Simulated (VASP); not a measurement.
Write the native input for VASP 6.6.1 that does the following.

```yaml
Task: relaxation of cell and atoms
Functional: vdW-DF2
Potentials_or_basis: VASP PAW PBE potentials, release 64 (Ga_d, P)
Cutoff: 600 eV
k_mesh: 8 × 8 × 8
Occupations: fermi-dirac, width 0.05 eV
Spin: no spin polarisation
Further_INCAR_settings: ALGO = Normal; EDIFF = 1e-06; IBRION = 2; EDIFFG = -0.005; NSW = 40; ISIF = 3
```

The structure of GaP lies in POSCAR:

```
GaP
1.0
    0.0000000000      2.7252500000      2.7252500000
    2.7252500000      0.0000000000      2.7252500000
    2.7252500000      2.7252500000      0.0000000000
Ga P
1 1
Direct
    0.0000000000      0.0000000000      0.0000000000
    0.7500000000      0.7500000000      0.7500000000
```

One way to write it, as run:

INCAR

```
AGGAC = 0.0 ; ALGO = Normal
EDIFF = 1E-6 ; EDIFFG = -0.005
ENCUT = 600 ; GGA = ML
IBRION = 2 ; ISIF = 3
ISMEAR = -1 ; LASPH = True
LCHARG = False ; LREAL = False
LUSE_VDW = True ; LWAVE = False
NELM = 80 ; NSW = 40
PREC = Accurate ; SIGMA = 0.05
ZAB_VDW = -1.8867
```

KPOINTS

```
k-points
0
Gamma
  8 8 8
```

Potentials or basis: VASP PAW PBE potentials, release 64 (Ga_d, P).

The run is started by

```console
$ cat potpaw_PBE.64/Ga_d/POTCAR potpaw_PBE.64/P/POTCAR > POTCAR
$ mpirun -np 1 vasp_std > vasp.out
```

Results of the run:

| Property | Result |
| --- | --- |
| Relaxed volume | 22.28 Å³/atom |
| Relaxed cell | a = 3.979 Å, b = 3.979 Å, c = 3.979 Å, α = 60.00°, β = 60.00°, γ = 60.00° |
| Space group after relaxing (to 0.05 Å) | F-43m (No. 216) |
| Energy gained by relaxing | 44.1 meV/atom |
| Ionic steps | 3 |
| Pressure after relaxing | 0.0 GPa |
| Band gap on the k mesh | 0.79 eV, direct |

Caveat: the PAW data sets were made with another functional, which shifts forces and pressure a little; the volume moved by +10 % from the deposited cell, more than functionals usually miss.

Run time: 2.8 min on 1 thread of Intel(R) Xeon(R) Platinum 8259CL CPU @ 2.50GHz (Skylake/Cascade Lake), with other jobs on the host, peak memory 0.39 GiB.
